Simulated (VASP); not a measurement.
Crystal: ScAl15N16.

```
Sc Al N
1.0
    -3.14392   -5.44544    0.00000
     6.28785    0.00000    0.00000
     0.00000    0.00000   10.06096
Sc Al N
1 15 16
Cartesian
  4.7159 -0.9076 0.0000
  4.7159 -0.9076 5.0305
  1.5720 -0.9076 0.0000
  1.5720 -0.9076 5.0305
  3.1439 -3.6303 0.0000
  3.1439 -3.6303 5.0305
  0.0000 -3.6303 0.0000
  0.0000 -3.6303 5.0305
  0.0000 -1.8151 2.5152
  0.0000 -1.8151 7.5457
  3.1439 -1.8151 2.5152
  3.1439 -1.8151 7.5457
  -1.5720 -4.5379 2.5152
  -1.5720 -4.5379 7.5457
  1.5720 -4.5379 2.5152
  1.5720 -4.5379 7.5457
  4.7159 -0.9076 1.9116
  4.7159 -0.9076 6.9421
  1.5720 -0.9076 1.9116
  1.5720 -0.9076 6.9421
  3.1439 -3.6303 1.9116
  3.1439 -3.6303 6.9421
  0.0000 -3.6303 1.9116
  0.0000 -3.6303 6.9421
  0.0000 -1.8151 4.4268
  0.0000 -1.8151 9.4573
  3.1439 -1.8151 4.4268
  3.1439 -1.8151 9.4573
  -1.5720 -4.5379 4.4268
  -1.5720 -4.5379 9.4573
  1.5720 -4.5379 4.4268
  1.5720 -4.5379 9.4573
```

The cell was built by a generator and needn't be a form met in nature.

```yaml
Program: VASP 6.6.1
Task: relaxation of cell and atoms
Functional: LDA
Potentials_or_basis: VASP PAW LDA potentials, release 64 (Sc_sv, Al, N)
Cutoff: 600 eV
k_mesh: 6 × 6 × 3
Occupations: gaussian, width 0.03 eV
Spin: no spin polarisation
```

At the start: pressure -4.9 GPa; volume 10.77 Å³/atom.

How do energy, volume and symmetry change on relaxing?

Over 16 steps the energy falls by 31.1 meV/atom and the volume is 10.45 Å³/atom (-3.0 %); space group P3m1 (No. 156, to 0.05 Å).

Step by step:
| step | energy change (eV) | largest force (eV/Å) | pressure (GPa) | volume (Å³) |
| --- | --- | --- | --- | --- |
| 1 | 0.0000 | 3.4738 | -4.89 | 344.49 |
| 2 | -0.7093 | 1.4458 | 3.94 | 328.38 |
| 3 | -0.9155 | 0.5353 | 0.61 | 333.60 |
| 4 | -0.9708 | 0.2633 | -0.27 | 334.84 |
| 5 | -0.9710 | 0.2586 | -0.23 | 334.78 |
| 6 | -0.9871 | 0.1410 | -0.08 | 334.46 |
| 7 | -0.9872 | 0.1467 | -0.07 | 334.44 |
| 8 | -0.9923 | 0.0811 | 0.10 | 334.14 |
| 9 | -0.9923 | 0.0957 | 0.12 | 334.10 |
| 10 | -0.9936 | 0.0346 | -0.06 | 334.37 |
| 11 | -0.9936 | 0.0347 | -0.05 | 334.37 |
| 12 | -0.9939 | 0.0210 | 0.03 | 334.25 |
| 13 | -0.9939 | 0.0214 | 0.05 | 334.22 |
| 14 | -0.9941 | 0.0122 | 0.00 | 334.30 |
| 15 | -0.9941 | 0.0120 | 0.00 | 334.30 |
| 16 | -0.9941 | 0.0048 | 0.00 | 334.31 |

Final structure:
```
Sc Al N
1.0
    -3.11659   -5.39809    0.00000
     6.23318    0.00000    0.00000
     0.00000    0.00000    9.93563
Sc Al N
1 15 16
Direct
  0.16667 0.83333 0.99688
  0.16667 0.83333 0.49941
  0.16876 0.33438 0.99891
  0.16528 0.33264 0.49959
  0.66562 0.83124 0.99891
  0.66736 0.83472 0.49959
  0.66562 0.33438 0.99891
  0.66736 0.33264 0.49959
  0.33435 0.16871 0.25299
  0.33539 0.17077 0.74646
  0.33435 0.66565 0.25299
  0.33539 0.66461 0.74646
  0.83333 0.16667 0.24856
  0.83333 0.16667 0.74955
  0.83129 0.66565 0.25299
  0.82923 0.66461 0.74646
  0.16667 0.83333 0.20408
  0.16667 0.83333 0.69271
  0.16750 0.33375 0.19090
  0.16432 0.33216 0.68895
  0.66625 0.83250 0.19090
  0.66784 0.83568 0.68895
  0.66625 0.33375 0.19090
  0.66784 0.33216 0.68895
  0.33412 0.16825 0.44318
  0.34320 0.18641 0.93504
  0.33412 0.66588 0.44318
  0.34320 0.65680 0.93504
  0.83333 0.16667 0.43916
  0.83333 0.16667 0.94158
  0.83175 0.66588 0.44318
  0.81359 0.65680 0.93504
```
